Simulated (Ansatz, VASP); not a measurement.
## Eu in VASP and in Ansatz

```xyz
1
Lattice="-2.3423 2.2599 2.3128 2.3089 -2.2840 2.3035 2.3461 2.2878 -2.3369" Properties=species:S:1:pos:R:3 pbc="T T T"
Eu    0.0180   -0.0570   -0.0288
```

Change from the starting cell: cell strained at random at fixed volume.

Alike in both runs: task single point; functional PBE; k mesh 8 × 8 × 8; occupations fermi-dirac, width 0.05 eV; collinear spin, ferromagnetic start.

|  | VASP | Ansatz |
| --- | --- | --- |
| version | VASP 6.6.1 | Ansatz 0.2.0 |
| potentials or method | VASP PAW PBE potentials, release 64 (Eu) | Ansatz PAW |
| plane-wave cutoff (eV) | 520 | 420 |
| valence electrons in the cell | 17 | 17 |

|  | VASP | Ansatz | Ansatz less VASP |
| --- | --- | --- | --- |
| gap on the k mesh at the Fermi level (eV) | none | none | - |
| pressure (GPa) | -1.8 | -1.6 | +0.27 |
| largest component of the traceless stress (GPa) | 0.18 | 0.18 | 0.000 |
| net moment per atom (μB) | 7.37 | 7.37 | +0.003 |
| size of the moment on the site where the two differ most (μB) | 6.70 | 7.09 | +0.385 |

Site moments also hang on the region over which each program counts them. A gap of «none» marks a metal or a gap that the smearing closes.

Caveats: spin-orbit coupling is left out, which moves the levels of the heavy elements. The state reached can hang on the start; a lower one may exist.
